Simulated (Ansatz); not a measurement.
# C: energy along a strain

C, P6_3/mmc, a = 2.499 Å, c = 4.161 Å. Ansatz: PBEsol, PAW, 420 eV, Γ-centred 12×12×6 mesh on 4 atoms, Gaussian smearing 0.05 eV; no spin polarisation. Cell vectors (Å): 2.499 0.000 0.000; -1.249 2.164 0.000; 0.000 0.000 4.161. The cell is strained by x per cent times the pattern (1 1 0 0 0 0) in the order xx yy zz yz xz xy (engineering shears), with fractional coordinates held. y is the free energy over the start, V0 = 5.625 Å³/atom. Points with a strain past 8.5 % were computed too (5) and aren't used here.

```
x (%) y (meV/atom)
-7.50             ?
-3.75         71.98
 0.00          0.00
 3.75         59.72
 7.50        218.05
```

**Question.** Fit y = c2 x² + c3 x³ to the other rows, get the stiffness along the pattern, and predict the missing energy.

**Answer.** Least squares on the rows shown. y = 4.6955 x² − 0.10942 x³. The clamped-ion stiffness p·C·p = 2 × 46.95 eV × 160.2 / 5.625 Å³ = 2675 GPa. At x = -7.50 the fit asked for gives 310.28 meV/atom. The run gave 316.66 meV/atom, so the fit is 6.38 meV/atom too low, 2 % of the span of the series, against an rms of 0.33 meV/atom on the fitted rows. The row lies outside the fitted range. With a term in x⁴ added, a fit to the same known rows (none to spare) predicts 316.13 meV/atom, so most of the miss is curvature that the known rows already hold.

Cost: 10 runs of about 0.22 core-minutes in all, on Intel Xeon Platinum 8259CL (Skylake/Cascade Lake) (shared hosts).